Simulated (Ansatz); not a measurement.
# Structures of TiC$_{2}$: which is lowest?

Plane-wave DFT in Ansatz with scalar-relativistic PAW potentials, cutoff 420 eV, Γ-centred meshes chosen by cell and gap, Gaussian smearing with energies taken to zero width. Every cell was relaxed (cell and atoms) in a run of its own, within the symmetry of its start. Functional: PBEsol.

Relaxed structures (starts from databases or built by putting these elements on another compound's sites):
A. Fddd, 6 atoms in the computed cell, a = 4.081 Å, b = 5.781 Å, c = 8.583 Å; sites (symmetry × multiplicity) Ti 222 × 8, C ..2 × 16; start: built
B. Cmcm, 6 atoms in the computed cell, a = 2.848 Å, b = 12.484 Å, c = 2.682 Å; sites (symmetry × multiplicity) Ti m2m × 4, C m2m × 4 + m2m × 4; start: built

**Question.** Rank them by energy. Could pressure change the order?

**Answer.**
| structure | group | E − E(lowest) (meV/atom) | V (Å³/atom) | gap on mesh (eV) |
| --- | --- | --- | --- | --- |
| B | Cmcm | 0.0 | 7.95 | 0.00 |
| A | Fddd | 234 | 8.44 | 0.00 |

B is lowest, 234 meV/atom under A. The lowest is also the densest of these, so pressure wouldn't bring one of the others in at first order. Other structures may lie lower than all of these, and vibrations aren't counted.